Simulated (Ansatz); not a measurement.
The system is CoO.

```
CELL_PARAMETERS angstrom
0.00000 2.13150 2.13150
2.13150 0.00000 2.13150
2.13150 2.13150 0.00000
ATOMIC_POSITIONS crystal
Co 0.00000 0.00000 0.00000
O 0.50000 0.50000 0.50000
```

Base run:

* Program: Ansatz 0.2.0
* Functional: PBE
* Potentials or basis: all-electron LAPW, scalar-relativistic
* Cutoff: 360 eV (chosen from the basis error)
* Basis error allowed: 0.001 eV/atom
* k mesh: 11 × 11 × 11
* Occupations: gaussian, width 0.018 eV
* Spin: collinear spin, ferromagnetic start
* Starting moments: [2.0, 0.0] μB

Its results: pressure -1.7 GPa; net moment 2.98 μB per cell; site moments Co +2.63; O +0.34 μB.

**Question.** The run is repeated on the same cell with these changes: functional from PBE to PBEsol; occupations from gaussian, width 0.018 eV to fermi-dirac, width 0.05 eV. What comes out?

**Answer.** Pressure -10.8 GPa; net moment 2.96 μB per cell; site moments Co +2.60; O +0.34 μB.

Caveats: a cell with one magnetic atom can't hold antiferromagnetic order, which such compounds often take.
